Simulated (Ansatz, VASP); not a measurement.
**InAs in VASP and in Ansatz**

File INCAR:

```
ALGO = Normal ; EDIFF = 1E-6
ENCUT = 520 ; ISIF = 2
ISMEAR = -1 ; LASPH = True
LCHARG = False ; LREAL = False
LWAVE = False ; NBANDS = 16
NELM = 100 ; PREC = Accurate
SIGMA = 0.08
```

Contents of KPOINTS:

```
k-points
0
Gamma
  11 11 11
```

The input POSCAR:

```
InAs
1.0
    0.0000000000      2.7974314207      2.7974314207
    2.7974314207      0.0000000000      2.7974314207
    2.7974314207      2.7974314207      0.0000000000
In As
1 1
Direct
    0.0000000000      0.0000000000      0.0000000000
    0.2500000000      0.2500000000      0.2500000000
```

Input for Ansatz:

```yaml
crystal:
  lattice:
    - [0.0, 2.7974314207, 2.7974314207]
    - [2.7974314207, 0.0, 2.7974314207]
    - [2.7974314207, 2.7974314207, 0.0]
  atoms:
    - { symbol: In, position: [0.0, 0.0, 0.0] }
    - { symbol: As, position: [0.25, 0.25, 0.25] }
kpoints:
  mp_grid: { grid: [11, 11, 11] }
scf:
  occupations: { method: fermi_dirac, width: 0.08 }
hamiltonian:
  xc: lda
  pseudopotentials: { kind: all_electron, lapw: { basis_error: 0.001 } }
output:
  forces: true
  stress: true
  eigenvalues: true
  populations: true
```

Change from the starting cell: volume scaled by 0.8, LAPW.

Alike in both runs: task single point; functional LDA; k mesh 11 × 11 × 11; occupations fermi-dirac, width 0.08 eV; no spin polarisation.

|  | VASP | Ansatz |
| --- | --- | --- |
| version | VASP 6.6.1 | Ansatz 0.2.0 |
| potentials or method | VASP PAW LDA potentials, release 64 (In_d, As) | all-electron LAPW, scalar-relativistic |
| plane-wave cutoff (eV) | 520 | see its input |

```tsv
	VASP	Ansatz	Ansatz less VASP
pressure (GPa)	23.0	22.6	-0.40
```

Ansatz ran all-electron here, so the differences hold the error of VASP's frozen core and of both bases.

Caveats: so large a pressure means that the cell lies far from this level's equilibrium, or that cutoff or potentials fall short (VASP); spin-orbit coupling is left out, which moves the levels of the heavy elements; an odd mesh through Γ misses points on the zone boundary, where band edges often lie.
